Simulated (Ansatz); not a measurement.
**AlNi3: how settings move the results**

The task, for AlNi3: sweep the k-point mesh.

Computed with Ansatz 0.2.0 (DFT PBEsol, scalar-relativistic, plane waves, PAW, unless a step's input says otherwise).

2 further runs of the same task are left out: 1 for a known fault of the program, 1 set aside as unsound or not needed. Runs told in other sessions of the task aren't counted.

### Step 1. The system as given

It takes space group Fm-3m (No. 225, cubic). The conventional cell has a = 5.604 Å, b = 5.604 Å, c = 5.604 Å, α = 90.00°, β = 90.00°, γ = 90.00°. Al (site symmetry m-3m) is surrounded by 8 Ni at 2.43 Å. Ni (site symmetry -43m) has 4 Al at 2.43 Å and 4 Ni at 2.43 Å in its first shell of neighbours. Around Ni (site symmetry m-3m) lie 8 Ni at 2.43 Å.

Structure file:

```
CELL_PARAMETERS angstrom
0.00000 2.80189 2.80189
2.80189 0.00000 2.80189
2.80189 2.80189 0.00000
ATOMIC_POSITIONS crystal
Al 0.50000 0.50000 0.50000
Ni 0.25000 0.25000 0.25000
Ni 0.00000 0.00000 0.00000
Ni 0.75000 0.75000 0.75000
```

Source of the structure: the Materials Project (structure only). It is taken as it stands there.

### Step 2. The base run, which the others are set against

File input.yaml:

```yaml
crystal:
  lattice:
    - [0.0, 2.8018887551, 2.8018887551]
    - [2.8018887551, 0.0, 2.8018887551]
    - [2.8018887551, 2.8018887551, 0.0]
  atoms:
    - { symbol: Al, position: [0.5, 0.5, 0.5] }
    - { symbol: Ni, position: [0.25, 0.25, 0.25] }
    - { symbol: Ni, position: [0.0, 0.0, 0.0] }
    - { symbol: Ni, position: [0.75, 0.75, 0.75] }
basis:
  ecutwfc: 420
kpoints:
  mp_grid: { grid: [14, 14, 14] }
hamiltonian:
  xc: pbesol
scf:
  occupations: { method: gaussian, width: 0.1 }
output:
  forces: true
  stress: true
  eigenvalues: true
  populations: true
  write_density: true
  write_potential: true
  elf: true
  volumetric_format: npy
```

Its results, from an earlier run: -4485.2501 eV/atom at zero smearing, pressure -0.74 GPa, largest force 0.000 eV/Å, no gap on the mesh, in 7 SCF cycles and 21 s.

### Step 3. K-point mesh set to 1×1×1

input.yaml: that of step 2 with these lines changed.

```diff
@@ -13,3 +13,3 @@
 kpoints:
-  mp_grid: { grid: [14, 14, 14] }
+  mp_grid: { grid: [1, 1, 1] }
 hamiltonian:
@@ -22,6 +22 @@
   eigenvalues: true
-  populations: true
-  write_density: true
-  write_potential: true
-  elf: true
-  volumetric_format: npy
```

On the command line:

```sh
> ansatz run input.yaml --threads 1 --pin off --max-ram 2560MiB --backend cpu --events-out ev --progress --plain --runs-dir out
```

Output, shortened:

```text
Warning: RAYON_NUM_THREADS=1 ignored (pool sized by the plan → 1); use --threads N
[...]
Pseudopotentials: kind: paw
Pseudopotential: Al, paw, valence charge 3, recommended cutoff 420 eV (normal), Al.paw.azcp
Pseudopotential: Ni, paw, valence charge 18, recommended cutoff 420 eV (normal), Ni.paw.azcp
Functional definition: PBEsol
[...]
Crystal: 4 atoms, lattice volume = 43.993 Å³
Basis set: ecut = 420 eV, 869 PW (Γ), exchange–correlation on 54×54×54 points (8 copies of the dense FFT grid, shifted against one another)
Bands: 35, of which v1, the nominal top of the filled ones, is band 29 counted from 1 (28 counted from 0)
Symmetry: 48 space group operations
Space group: Fm-3m (ITA 225), of the structure as read, at distance tolerance 3.5e-5 Å
k-points: 1
[...]
SCF iter   1: F=—  HF=-17934.655211 eV  |F-HF|=—  |Δ(HF+E_count)|=         —  Δρ=1.00e-1  dr2=3.05e0  ethr=1.77e-3  ⟨swp⟩=7.0  Hψ=128  notcnv=0
[...]
SCF iter   7: F=-17934.107900 eV  HF=-17934.107900 eV  |F-HF|=6.28e-9  |Δ(HF+E_count)|=   1.07e-7  Δρ=5.57e-6  dr2=1.02e-8  ethr=1.75e-10  ⟨swp⟩=6.0  Hψ=172  notcnv=0
[...]
SCF converged after 7 iterations
Free energy (F): -17934.107900 eV
[...]
E sigma→0 (E₀):  -17934.054898 eV
Entropy (-TS):   -0.106003 eV (-26.501 meV/atom)
Fermi energy:    21.900972 eV
[...]
--- Forces (eV/Å), atoms counted from 1 ---
  atom   1  Al     0.00000000     0.00000000     0.00000000
  atom   2  Ni    -0.00000000     0.00000000     0.00000000
  atom   3  Ni    -0.00000000    -0.00000000     0.00000000
  atom   4  Ni    -0.00000000     0.00000000     0.00000000
[...]
--- Stress (GPa, compression-positive) ---
        3.239963      -0.000000      -0.000000
        0.000000       3.239963       0.000000
        0.000000       0.000000       3.239963
  P = ⅓ Tr σ = 3.2400 GPa (32.400 kbar)
--- Band table (eV) ---
[...]
```

Run time: 1.3 s. Hardware: 1 thread of Intel Xeon at 2.50GHz (Skylake/Cascade Lake), shared host; peak memory 0.3 GiB.

Read-out: -4483.5137 eV/atom at zero smearing, pressure 3.24 GPa and no gap on the mesh.

### Step 4. K-point mesh set to 2×2×2

input.yaml: that of step 3 with these lines changed.

```diff
@@ -13,3 +13,3 @@
 kpoints:
-  mp_grid: { grid: [1, 1, 1] }
+  mp_grid: { grid: [2, 2, 2] }
 hamiltonian:
```

On the command line:

```sh
> ansatz run input.yaml --threads 1 --pin off --max-ram 2560MiB --backend cpu --events-out ev --progress --plain --runs-dir out
```

Output, shortened:

```text
Warning: RAYON_NUM_THREADS=1 ignored (pool sized by the plan → 1); use --threads N
[...]
Pseudopotentials: kind: paw
Pseudopotential: Al, paw, valence charge 3, recommended cutoff 420 eV (normal), Al.paw.azcp
Pseudopotential: Ni, paw, valence charge 18, recommended cutoff 420 eV (normal), Ni.paw.azcp
Functional definition: PBEsol
[...]
Crystal: 4 atoms, lattice volume = 43.993 Å³
Basis set: ecut = 420 eV, 869 PW (Γ), exchange–correlation on 54×54×54 points (8 copies of the dense FFT grid, shifted against one another)
Bands: 35, of which v1, the nominal top of the filled ones, is band 29 counted from 1 (28 counted from 0)
Symmetry: 48 space group operations
Space group: Fm-3m (ITA 225), of the structure as read, at distance tolerance 3.5e-5 Å
k-points: 3 of 8
[...]
SCF iter   1: F=—  HF=-17940.778529 eV  |F-HF|=—  |Δ(HF+E_count)|=         —  Δρ=5.10e-2  dr2=7.26e-1  ethr=1.77e-3  ⟨swp⟩=6.3  Hψ=375  notcnv=0
[...]
SCF iter   6: F=-17940.653070 eV  HF=-17940.653070 eV  |F-HF|=3.89e-9  |Δ(HF+E_count)|=   9.24e-8  Δρ=4.31e-6  dr2=4.79e-9  ethr=1.75e-10  ⟨swp⟩=6.3  Hψ=538  notcnv=0
[...]
SCF converged after 6 iterations
Free energy (F): -17940.653070 eV
[...]
E sigma→0 (E₀):  -17940.627268 eV
Entropy (-TS):   -0.051604 eV (-12.901 meV/atom)
Fermi energy:    15.708797 eV
[...]
--- Forces (eV/Å), atoms counted from 1 ---
  atom   1  Al     0.00000000     0.00000000    -0.00000000
  atom   2  Ni    -0.00000000    -0.00000000    -0.00000000
  atom   3  Ni    -0.00000000     0.00000000     0.00000000
  atom   4  Ni     0.00000000     0.00000000    -0.00000000
[...]
--- Stress (GPa, compression-positive) ---
       -0.815871       0.000000      -0.000000
        0.000000      -0.815871      -0.000000
       -0.000000      -0.000000      -0.815871
  P = ⅓ Tr σ = -0.8159 GPa (-8.159 kbar)
--- Band table (eV) ---
[...]
```

Wall time 1.7 s (1 thread of Intel Xeon at 2.50GHz (Skylake/Cascade Lake), shared host); peak memory 0.3 GiB.

Result: -4485.1568 eV/atom at zero smearing, pressure -0.82 GPa and no gap on the mesh.

### Step 5. K-point mesh: 4×4×4

input.yaml: that of step 4 with these lines changed.

```diff
@@ -13,3 +13,3 @@
 kpoints:
-  mp_grid: { grid: [2, 2, 2] }
+  mp_grid: { grid: [4, 4, 4] }
 hamiltonian:
```

On the command line:

```sh
> ansatz run input.yaml --threads 1 --pin off --max-ram 2560MiB --backend cpu --events-out ev --progress --plain --runs-dir out
```

Output, shortened:

```text
Warning: RAYON_NUM_THREADS=1 ignored (pool sized by the plan → 1); use --threads N
[...]
Pseudopotentials: kind: paw
Pseudopotential: Al, paw, valence charge 3, recommended cutoff 420 eV (normal), Al.paw.azcp
Pseudopotential: Ni, paw, valence charge 18, recommended cutoff 420 eV (normal), Ni.paw.azcp
Functional definition: PBEsol
[...]
Crystal: 4 atoms, lattice volume = 43.993 Å³
Basis set: ecut = 420 eV, 869 PW (Γ), exchange–correlation on 54×54×54 points (8 copies of the dense FFT grid, shifted against one another)
Bands: 35, of which v1, the nominal top of the filled ones, is band 29 counted from 1 (28 counted from 0)
Symmetry: 48 space group operations
Space group: Fm-3m (ITA 225), of the structure as read, at distance tolerance 3.5e-5 Å
k-points: 8 of 64
[...]
SCF iter   1: F=—  HF=-17941.070172 eV  |F-HF|=—  |Δ(HF+E_count)|=         —  Δρ=3.49e-2  dr2=3.74e-1  ethr=1.77e-3  ⟨swp⟩=5.5  Hψ=945  notcnv=0
[...]
SCF iter   7: F=-17941.032222 eV  HF=-17941.032222 eV  |F-HF|=7.30e-8  |Δ(HF+E_count)|=   3.25e-7  Δρ=1.25e-5  dr2=8.10e-8  ethr=1.75e-10  ⟨swp⟩=6.6  Hψ=1224  notcnv=0
[...]
SCF converged after 7 iterations
Free energy (F): -17941.032222 eV
[...]
E sigma→0 (E₀):  -17941.013287 eV
Entropy (-TS):   -0.037870 eV (-9.468 meV/atom)
Fermi energy:    16.207681 eV
[...]
--- Forces (eV/Å), atoms counted from 1 ---
  atom   1  Al    -0.00000000     0.00000000     0.00000000
  atom   2  Ni     0.00000000    -0.00000000    -0.00000000
  atom   3  Ni     0.00000000    -0.00000000    -0.00000000
  atom   4  Ni    -0.00000000     0.00000000     0.00000000
[...]
--- Stress (GPa, compression-positive) ---
       -0.774445       0.000000      -0.000000
        0.000000      -0.774445       0.000000
       -0.000000       0.000000      -0.774445
  P = ⅓ Tr σ = -0.7744 GPa (-7.744 kbar)
--- Band table (eV; the first three rows and the last of 8) ---
[...]
```

It took 2.4 s on 1 thread of Intel Xeon at 2.50GHz (Skylake/Cascade Lake), shared host; peak memory 0.31 GiB.

This run gives -4485.2533 eV/atom at zero smearing, pressure -0.77 GPa and no gap on the mesh.

### Step 6. K-point mesh: 6×6×6

input.yaml: that of step 5 with these lines changed.

```diff
@@ -13,3 +13,3 @@
 kpoints:
-  mp_grid: { grid: [4, 4, 4] }
+  mp_grid: { grid: [6, 6, 6] }
 hamiltonian:
```

On the command line:

```sh
> ansatz run input.yaml --threads 1 --pin off --max-ram 2560MiB --backend cpu --events-out ev --progress --plain --runs-dir out
```

Output, shortened:

```text
[...]
SCF converged after 7 iterations
Free energy (F): -17941.023096 eV
[...]
E sigma→0 (E₀):  -17941.014345 eV
Entropy (-TS):   -0.017503 eV (-4.376 meV/atom)
Fermi energy:    16.244526 eV
[...]
--- Forces (eV/Å), atoms counted from 1 ---
  atom   1  Al    -0.00000000     0.00000000    -0.00000000
  atom   2  Ni    -0.00000000     0.00000000     0.00000000
  atom   3  Ni     0.00000000    -0.00000000    -0.00000000
  atom   4  Ni    -0.00000000     0.00000000     0.00000000
[...]
--- Stress (GPa, compression-positive) ---
       -0.772728       0.000000      -0.000000
       -0.000000      -0.772728       0.000000
        0.000000      -0.000000      -0.772728
  P = ⅓ Tr σ = -0.7727 GPa (-7.727 kbar)
--- Band table (eV; the first three rows and the last of 16) ---
[...]
```

Run time: 3.4 s. Hardware: 1 thread of Intel Xeon at 2.50GHz (Skylake/Cascade Lake), shared host; peak memory 0.33 GiB.

Read-out: -4485.2536 eV/atom at zero smearing, pressure -0.77 GPa and no gap on the mesh.

### Step 7. K-point mesh: 8×8×8

input.yaml: that of step 6 with these lines changed.

```diff
@@ -13,3 +13,3 @@
 kpoints:
-  mp_grid: { grid: [6, 6, 6] }
+  mp_grid: { grid: [8, 8, 8] }
 hamiltonian:
```

On the command line:

```sh
> ansatz run input.yaml --threads 1 --pin off --max-ram 2560MiB --backend cpu --events-out ev --progress --plain --runs-dir out
```

Output, shortened:

```text
[...]
SCF converged after 7 iterations
Free energy (F): -17941.013385 eV
[...]
E sigma→0 (E₀):  -17941.007951 eV
Entropy (-TS):   -0.010868 eV (-2.717 meV/atom)
Fermi energy:    16.284259 eV
[...]
--- Forces (eV/Å), atoms counted from 1 ---
  atom   1  Al    -0.00000000     0.00000000     0.00000000
  atom   2  Ni    -0.00000000     0.00000000     0.00000000
  atom   3  Ni     0.00000000    -0.00000000    -0.00000000
  atom   4  Ni     0.00000000     0.00000000    -0.00000000
[...]
--- Stress (GPa, compression-positive) ---
       -0.746556       0.000000      -0.000000
       -0.000000      -0.746556       0.000000
        0.000000      -0.000000      -0.746556
  P = ⅓ Tr σ = -0.7466 GPa (-7.466 kbar)
--- Band table (eV; the first three rows and the last of 29) ---
[...]
```

Run time: 5.1 s. Hardware: 1 thread of Intel Xeon at 2.50GHz (Skylake/Cascade Lake), shared host; peak memory 0.36 GiB.

Read-out: -4485.2520 eV/atom at zero smearing, pressure -0.75 GPa and no gap on the mesh.

### Step 8. K-point mesh: 10×10×10

input.yaml: that of step 7 with these lines changed.

```diff
@@ -13,3 +13,3 @@
 kpoints:
-  mp_grid: { grid: [8, 8, 8] }
+  mp_grid: { grid: [10, 10, 10] }
 hamiltonian:
```

On the command line:

```sh
> ansatz run input.yaml --threads 1 --pin off --max-ram 2560MiB --backend cpu --events-out ev --progress --plain --runs-dir out
```

Output, shortened:

```text
[...]
SCF converged after 7 iterations
Free energy (F): -17941.008301 eV
[...]
E sigma→0 (E₀):  -17941.002490 eV
Entropy (-TS):   -0.011621 eV (-2.905 meV/atom)
Fermi energy:    16.298844 eV
[...]
--- Forces (eV/Å), atoms counted from 1 ---
  atom   1  Al    -0.00000000     0.00000000     0.00000000
  atom   2  Ni    -0.00000000     0.00000000     0.00000000
  atom   3  Ni     0.00000000    -0.00000000     0.00000000
  atom   4  Ni    -0.00000000     0.00000000    -0.00000000
[...]
--- Stress (GPa, compression-positive) ---
       -0.739910       0.000000       0.000000
       -0.000000      -0.739910       0.000000
        0.000000      -0.000000      -0.739910
  P = ⅓ Tr σ = -0.7399 GPa (-7.399 kbar)
--- Band table (eV; the first three rows and the last of 47) ---
[...]
```

Run time: 8 s. Hardware: 1 thread of Intel Xeon at 2.50GHz (Skylake/Cascade Lake), shared host; peak memory 0.37 GiB.

Read-out: -4485.2506 eV/atom at zero smearing, pressure -0.74 GPa and no gap on the mesh.

### Step 9. K-point mesh: 12×12×12

input.yaml: that of step 8 with these lines changed.

```diff
@@ -13,3 +13,3 @@
 kpoints:
-  mp_grid: { grid: [10, 10, 10] }
+  mp_grid: { grid: [12, 12, 12] }
 hamiltonian:
```

On the command line:

```sh
> ansatz run input.yaml --threads 1 --pin off --max-ram 2560MiB --backend cpu --events-out ev --progress --plain --runs-dir out
```

Output, shortened:

```text
[...]
SCF converged after 7 iterations
Free energy (F): -17941.006967 eV
[...]
E sigma→0 (E₀):  -17941.000890 eV
Entropy (-TS):   -0.012154 eV (-3.039 meV/atom)
Fermi energy:    16.303883 eV
[...]
--- Forces (eV/Å), atoms counted from 1 ---
  atom   1  Al    -0.00000000     0.00000000     0.00000000
  atom   2  Ni     0.00000000    -0.00000000    -0.00000000
  atom   3  Ni     0.00000000    -0.00000000    -0.00000000
  atom   4  Ni     0.00000000     0.00000000     0.00000000
[...]
--- Stress (GPa, compression-positive) ---
       -0.734678      -0.000000       0.000000
       -0.000000      -0.734678      -0.000000
        0.000000      -0.000000      -0.734678
  P = ⅓ Tr σ = -0.7347 GPa (-7.347 kbar)
--- Band table (eV; the first three rows and the last of 72) ---
[...]
```

Run time: 11 s. Hardware: 1 thread of Intel Xeon at 2.50GHz (Skylake/Cascade Lake), shared host; peak memory 0.4 GiB.

Read-out: -4485.2502 eV/atom at zero smearing, pressure -0.73 GPa and no gap on the mesh.

### Step 10. K-point mesh set to 16×16×16

input.yaml: that of step 9 with these lines changed.

```diff
@@ -13,3 +13,3 @@
 kpoints:
-  mp_grid: { grid: [12, 12, 12] }
+  mp_grid: { grid: [16, 16, 16] }
 hamiltonian:
```

On the command line:

```sh
> ansatz run input.yaml --threads 1 --pin off --max-ram 2560MiB --backend cpu --events-out ev --progress --plain --runs-dir out
```

Output, shortened:

```text
Warning: RAYON_NUM_THREADS=1 ignored (pool sized by the plan → 1); use --threads N
[...]
Pseudopotentials: kind: paw
Pseudopotential: Al, paw, valence charge 3, recommended cutoff 420 eV (normal), Al.paw.azcp
Pseudopotential: Ni, paw, valence charge 18, recommended cutoff 420 eV (normal), Ni.paw.azcp
Functional definition: PBEsol
[...]
Crystal: 4 atoms, lattice volume = 43.993 Å³
Basis set: ecut = 420 eV, 869 PW (Γ), exchange–correlation on 54×54×54 points (8 copies of the dense FFT grid, shifted against one another)
Bands: 35, of which v1, the nominal top of the filled ones, is band 29 counted from 1 (28 counted from 0)
Symmetry: 48 space group operations
Space group: Fm-3m (ITA 225), of the structure as read, at distance tolerance 3.5e-5 Å
k-points: 145 of 4096
[...]
SCF iter   1: F=—  HF=-17941.036786 eV  |F-HF|=—  |Δ(HF+E_count)|=         —  Δρ=2.93e-2  dr2=2.48e-1  ethr=1.77e-3  ⟨swp⟩=5.4  Hψ=17126  notcnv=0
[...]
SCF iter   7: F=-17941.007383 eV  HF=-17941.007383 eV  |F-HF|=6.47e-8  |Δ(HF+E_count)|=   1.34e-7  Δρ=1.21e-5  dr2=7.33e-8  ethr=1.75e-10  ⟨swp⟩=7.1  Hψ=21668  notcnv=0
[...]
SCF converged after 7 iterations
Free energy (F): -17941.007383 eV
[...]
E sigma→0 (E₀):  -17941.000704 eV
Entropy (-TS):   -0.013357 eV (-3.339 meV/atom)
Fermi energy:    16.295643 eV
[...]
--- Forces (eV/Å), atoms counted from 1 ---
  atom   1  Al    -0.00000000     0.00000000     0.00000000
  atom   2  Ni     0.00000000     0.00000000     0.00000000
  atom   3  Ni     0.00000000     0.00000000    -0.00000000
  atom   4  Ni     0.00000000    -0.00000000    -0.00000000
[...]
--- Stress (GPa, compression-positive) ---
       -0.741779       0.000000       0.000000
        0.000000      -0.741779       0.000000
        0.000000      -0.000000      -0.741779
  P = ⅓ Tr σ = -0.7418 GPa (-7.418 kbar)
--- Band table (eV; the first three rows and the last of 145) ---
[...]
```

Wall time 22 s (1 thread of Intel Xeon at 2.50GHz (Skylake/Cascade Lake), shared host); peak memory 0.46 GiB.

Result: -4485.2502 eV/atom at zero smearing, pressure -0.74 GPa and no gap on the mesh.

### Step 11. K-point mesh: 18×18×18

input.yaml: that of step 10 with these lines changed.

```diff
@@ -13,3 +13,3 @@
 kpoints:
-  mp_grid: { grid: [16, 16, 16] }
+  mp_grid: { grid: [18, 18, 18] }
 hamiltonian:
```

On the command line:

```sh
> ansatz run input.yaml --threads 1 --pin off --max-ram 2560MiB --backend cpu --events-out ev --progress --plain --runs-dir out
```

Output, shortened:

```text
Warning: RAYON_NUM_THREADS=1 ignored (pool sized by the plan → 1); use --threads N
[...]
Pseudopotentials: kind: paw
Pseudopotential: Al, paw, valence charge 3, recommended cutoff 420 eV (normal), Al.paw.azcp
Pseudopotential: Ni, paw, valence charge 18, recommended cutoff 420 eV (normal), Ni.paw.azcp
Functional definition: PBEsol
[...]
Crystal: 4 atoms, lattice volume = 43.993 Å³
Basis set: ecut = 420 eV, 869 PW (Γ), exchange–correlation on 54×54×54 points (8 copies of the dense FFT grid, shifted against one another)
Bands: 35, of which v1, the nominal top of the filled ones, is band 29 counted from 1 (28 counted from 0)
Symmetry: 48 space group operations
Space group: Fm-3m (ITA 225), of the structure as read, at distance tolerance 3.5e-5 Å
k-points: 195 of 5832
[...]
SCF iter   1: F=—  HF=-17941.036752 eV  |F-HF|=—  |Δ(HF+E_count)|=         —  Δρ=2.93e-2  dr2=2.48e-1  ethr=1.77e-3  ⟨swp⟩=5.4  Hψ=22987  notcnv=0
[...]
SCF iter   7: F=-17941.007400 eV  HF=-17941.007400 eV  |F-HF|=6.45e-8  |Δ(HF+E_count)|=   1.32e-7  Δρ=1.21e-5  dr2=7.28e-8  ethr=1.75e-10  ⟨swp⟩=7.1  Hψ=29175  notcnv=0
[...]
SCF converged after 7 iterations
Free energy (F): -17941.007400 eV
[...]
E sigma→0 (E₀):  -17941.000651 eV
Entropy (-TS):   -0.013497 eV (-3.374 meV/atom)
Fermi energy:    16.296466 eV
[...]
--- Forces (eV/Å), atoms counted from 1 ---
  atom   1  Al    -0.00000000     0.00000000    -0.00000000
  atom   2  Ni     0.00000000     0.00000000     0.00000000
  atom   3  Ni     0.00000000    -0.00000000    -0.00000000
  atom   4  Ni     0.00000000    -0.00000000    -0.00000000
[...]
--- Stress (GPa, compression-positive) ---
       -0.737528      -0.000000       0.000000
        0.000000      -0.737528      -0.000000
        0.000000      -0.000000      -0.737528
  P = ⅓ Tr σ = -0.7375 GPa (-7.375 kbar)
--- Band table (eV; the first three rows and the last of 195) ---
[...]
```

Wall time 30 s (1 thread of Intel Xeon at 2.50GHz (Skylake/Cascade Lake), shared host); peak memory 0.51 GiB.

Result: -4485.2502 eV/atom at zero smearing, pressure -0.74 GPa and no gap on the mesh.

### Step 12. K-point mesh: 22×22×22

input.yaml: that of step 11 with these lines changed.

```diff
@@ -13,3 +13,3 @@
 kpoints:
-  mp_grid: { grid: [18, 18, 18] }
+  mp_grid: { grid: [22, 22, 22] }
 hamiltonian:
```

On the command line:

```sh
> ansatz run input.yaml --threads 1 --pin off --max-ram 2560MiB --backend cpu --events-out ev --progress --plain --runs-dir out
```

Output, shortened:

```text
[...]
SCF converged after 7 iterations
Free energy (F): -17941.007400 eV
[...]
E sigma→0 (E₀):  -17941.000739 eV
Entropy (-TS):   -0.013322 eV (-3.330 meV/atom)
Fermi energy:    16.296367 eV
[...]
--- Forces (eV/Å), atoms counted from 1 ---
  atom   1  Al    -0.00000000     0.00000000     0.00000000
  atom   2  Ni    -0.00000000     0.00000000    -0.00000000
  atom   3  Ni     0.00000000     0.00000000     0.00000000
  atom   4  Ni    -0.00000000     0.00000000     0.00000000
[...]
--- Stress (GPa, compression-positive) ---
       -0.738436       0.000000       0.000000
       -0.000000      -0.738436      -0.000000
       -0.000000       0.000000      -0.738436
  P = ⅓ Tr σ = -0.7384 GPa (-7.384 kbar)
--- Band table (eV; the first three rows and the last of 328) ---
[...]
```

It took 41 s on 1 thread of Intel Xeon at 2.50GHz (Skylake/Cascade Lake), shared host; peak memory 0.63 GiB.

This run gives -4485.2502 eV/atom at zero smearing, pressure -0.74 GPa and no gap on the mesh.

### Step 13. Summary: the k-point mesh

ΔE: energy per atom at zero smearing, less that of the run at 22×22×22. Pressure is positive in compression.

| mesh | ΔE (meV/atom) | pressure (GPa) | irreducible points | SCF cycles | CPU time |
| --- | --- | --- | --- | --- | --- |
| 1×1×1 | 1736 | 3.24 | 1 | 7 | 1.2 s |
| 2×2×2 | 93.4 | -0.82 | 3 | 6 | 1.6 s |
| 4×4×4 | -3.14 | -0.77 | 8 | 7 | 2.2 s |
| 6×6×6 | -3.40 | -0.77 | 16 | 7 | 3.2 s |
| 8×8×8 | -1.80 | -0.75 | 29 | 7 | 5 s |
| 10×10×10 | -0.44 | -0.74 | 47 | 7 | 7.8 s |
| 12×12×12 | -0.04 | -0.73 | 72 | 7 | 11 s |
| 14×14×14 | 0.13 | -0.74 | 104 | 7 | 20 s |
| 16×16×16 | 0.01 | -0.74 | 145 | 7 | 21 s |
| 18×18×18 | 0.02 | -0.74 | 195 | 7 | 29 s |
| 22×22×22 | 0.00 | -0.74 | 328 | 7 | 41 s |

Times: CPU seconds on a shared machine, a rough guide.

### Step 14. Summary of results

```
                                               quantity                         value
k-point mesh: within 10 and 1 meV/atom of 22×22×22 from  4×4×4 for 10; 10×10×10 for 1
```

In words: For the k-point mesh, the energy stays within 1 meV/atom of the reference from 10×10×10 on, at about 0.19 of the reference's time. The reference is only the best run made, not a proven limit. The error changes sign along the series, since a k mesh isn't variational, and a metal needs dense meshes to resolve its Fermi surface. The final runs have no spin polarisation, so a magnetic state may lie lower.
